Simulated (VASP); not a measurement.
Input of a VASP 6.6.1 run:

File INCAR:

```
SYSTEM = AlCo
PREC = Accurate
ENCUT = 520
EDIFF = 1E-6
ISMEAR = -1
SIGMA = 0.05
LREAL = .FALSE.
LASPH = .TRUE.
NELM = 150
ALGO = Normal
ISIF = 2
LWAVE = .FALSE.
LCHARG = .FALSE.
ISPIN = 2
MAGMOM = 2 2 2 2 0 0 0 0
LORBIT = 11
LMAXMIX = 4
LDIPOL = .TRUE.
IDIPOL = 3
DIPOL = 0.5 0.5 0.500
GGA = RP
IBRION = 2
NSW = 40
EDIFFG = -0.01
```

The input KPOINTS:

```
regular mesh
0
G
  7 7 1
  0 0 0
```

File POSCAR:

```
AlCo
1.0
    2.8194032100      0.0000000000      0.0000000000
    0.0000000000      2.8194032100      0.0000000000
    0.0000000000      0.0000000000     24.8679112350
Co Al
4 4
Selective dynamics
Direct
    0.5000000000      0.5000000000      0.3015934844  F F F
    0.5000000000      0.5000000000      0.4149686362  F F F
    0.5000000000      0.5000000000      0.5283437879  T T T
    0.5000000000      0.5000000000      0.6417189397  T T T
    0.0000000000      0.0000000000      0.3582810603  F F F
    0.0000000000      0.0000000000      0.4716562121  F F F
    0.0000000000      0.0000000000      0.5850313638  T T T
    0.0000000000      0.0000000000      0.6984065156  T T T
```

Potentials or basis: VASP PAW PBE potentials, release 64 (Co, Al).

Command:

```sh
$ cat potpaw_PBE.64/Co/POTCAR potpaw_PBE.64/Al/POTCAR > POTCAR
$ mpirun -np 1 vasp_std > vasp.out
```

(1) What does it give for the net moment?

(2) Estimate the site moments.

Answers

(1) 1.99 μB per cell.

(2) Co +1.36, +0.10, +0.13, +0.35; Al -0.02, -0.00, +0.02 μB.
